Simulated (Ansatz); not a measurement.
Crystal: SnSe.

```xyz
2
Lattice="0.0000 3.0100 3.0100 3.0100 0.0000 3.0100 3.0100 3.0100 0.0000" Properties=species:S:1:pos:R:3 pbc="T T T"
Sn    0.0000    0.0000    0.0000
Se    3.0100    3.0100    3.0100
```

Measurements of this composition are mostly on another form, of space group No. 62.

| Property | Result |
| --- | --- |
| Program | Ansatz 0.2.0 |
| Task | relaxation of cell and atoms |
| Functional | PBE |
| Dispersion | D3(BJ) |
| Potentials or basis | all-electron LAPW, scalar-relativistic |
| Basis error allowed | 0.001 eV/atom |
| k mesh | 8 × 8 × 8 |
| Occupations | fermi-dirac, width 0.05 eV |
| Spin | no spin polarisation |

At the start: volume 27.27 Å³/atom.

How do energy, volume and symmetry change on relaxing?

Over 4 steps the energy falls by 2.5 meV/atom and the volume is 26.64 Å³/atom (-2.3 %); space group Fm-3m (No. 225, to 0.05 Å).

The path:
| step | energy change (eV) | largest force (eV/Å) | volume (Å³) |
| --- | --- | --- | --- |
| 1 | 0.0000 | 0.0000 | 54.54 |
| 2 | -0.0040 | 0.0000 | 52.72 |
| 3 | -0.0050 | 0.0000 | 53.28 |
| 4 | -0.0050 | 0.0000 | 53.28 |

Final structure:
```xyz
2
Lattice="0.0000 2.9867 2.9867 2.9867 0.0000 2.9867 2.9867 2.9867 0.0000" Properties=species:S:1:pos:R:3 pbc="T T T"
Sn    0.0000    0.0000    0.0000
Se    2.9867    2.9867    2.9867
```
